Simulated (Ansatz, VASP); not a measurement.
# One calculation of Te, two programs

The input INCAR:

```
SYSTEM = Te
PREC     = Accurate       ! precision mode
ENCUT    = 520            ! plane-wave cutoff, eV
EDIFF    = 1E-7           ! SCF threshold, eV
ISMEAR   = -1             ! smearing method
SIGMA    = 0.08           ! smearing width, eV
LREAL    = .False.        ! projectors in reciprocal space
LASPH    = .True.         ! aspherical terms in the spheres
NELM     = 60             ! most SCF steps
ALGO     = Normal         ! electronic algorithm
ISIF     = 2              ! what is computed and relaxed
LWAVE    = .False.        ! write WAVECAR
LCHARG   = .True.         ! write CHGCAR
GGA      = PS             ! functional
LELF     = .True.         ! ELF
LVHAR    = .True.       
NBANDS   = 9              ! bands
```

File KPOINTS:

```
regular mesh
0
Gamma
  13 13 13
  0 0 0
```

The input POSCAR:

```
Te
1.0
    2.8997080864      0.0000000000      0.0000000000
    0.0000000000      2.8997080864      0.0000000000
    0.0000000000      0.0000000000      2.8997080864
Te
1
Direct
    0.0000000000      0.0000000000      0.0000000000
```

Input for Ansatz:

```yaml
crystal:
  lattice:
    - [2.8997080864, 0.0, 0.0]
    - [0.0, 2.8997080864, 0.0]
    - [0.0, 0.0, 2.8997080864]
  atoms:
    - { symbol: Te, position: [0.0, 0.0, 0.0] }
kpoints:
  mp_grid: { grid: [13, 13, 13] }
scf:
  occupations: { method: fermi_dirac, width: 0.08 }
hamiltonian:
  xc: pbesol
  pseudopotentials: { kind: all_electron, datasets: crystal }
output:
  forces: true
  stress: true
  eigenvalues: true
```

Change from the starting cell: volume scaled by 0.78, crystal datasets.

Alike in both runs: task single point; functional PBEsol; k mesh 13 × 13 × 13; occupations fermi-dirac, width 0.08 eV; no spin polarisation.

|  | VASP | Ansatz |
| --- | --- | --- |
| version | VASP 6.6.1 | Ansatz 0.2.0 |
| potentials or method | VASP PAW PBE potentials, release 64 (Te) | all-electron PAW with datasets made for the crystal, scalar-relativistic |
| plane-wave cutoff (eV) | 520 | see its input |

|  | VASP | Ansatz | Ansatz less VASP |
| --- | --- | --- | --- |
| pressure (GPa) | 26.2 | 25.8 | -0.35 |

Ansatz ran all-electron here, so the differences hold the error of VASP's frozen core and of both bases.

Caveats: so large a pressure means that the cell lies far from this level's equilibrium, or that cutoff or potentials fall short (VASP); the potentials were made for another functional, which shifts forces and pressure (VASP). The runs have no spin-orbit coupling, so splittings on Te are missing.
